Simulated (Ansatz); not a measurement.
# Y: the cost of one run

Computed with Ansatz 0.2.0 (DFT PBE, scalar-relativistic, plane waves, PAW, unless a step's input says otherwise).

## 1. The structure to begin with

Symmetry: Pm-3m, No. 221, cubic system. Conventional cell: a = 4.869 Å, b = 4.869 Å, c = 4.869 Å, α = 90.00°, β = 90.00°, γ = 90.00°. Around Y (site symmetry 4/mmm) lie 8 Y at 3.44 Å.

As a file:

```cif
data_structure
_symmetry_space_group_name_H-M 'Pm-3m'
_symmetry_Int_Tables_number 221
_cell_length_a 4.8685
_cell_length_b 4.8685
_cell_length_c 4.8685
_cell_angle_alpha 90.000
_cell_angle_beta 90.000
_cell_angle_gamma 90.000
_cell_volume 115.40
loop_
_atom_site_label
_atom_site_type_symbol
_atom_site_symmetry_multiplicity
_atom_site_Wyckoff_symbol
_atom_site_fract_x
_atom_site_fract_y
_atom_site_fract_z
_atom_site_occupancy
Y1 Y 3 d 0.50000 0.00000 0.00000 1
```

A structure generator made this guess: random cell by space group and Wyckoff sites (Pm-3m, No. 221). The dimensions are guesses.

## 2. Probe: one point on a coarse mesh

input.yaml

```yaml
crystal:
  lattice:
    - [4.86851082, 0.0, 0.0]
    - [0.0, 4.86851082, 0.0]
    - [0.0, 0.0, 4.86851082]
  atoms:
    - { symbol: "Y", position: [0.5, 0.0, 0.0] }
    - { symbol: "Y", position: [0.0, 0.5, 0.0] }
    - { symbol: "Y", position: [0.0, 0.0, 0.5] }
basis:
  ecutwfc: 420
kpoints:
  mp_grid: { grid: [4, 4, 4] }
hamiltonian:
  xc: pbe
scf:
  occupations: { method: gaussian, width: 0.1 }
  lower_state_search: "off"
output:
  forces: true
  stress: true
  eigenvalues: true
```

The run is started by

```console
$ ansatz run input.yaml --threads 1 --pin off --max-ram 2560MiB --backend cpu --events-out ev --progress --plain --runs-dir out
```

**Question.** How long does this run take on 1 thread of Arm Neoverse V2, shared host, and how much memory does it need?

About 1.6 s, with a peak of 0.32 GiB.
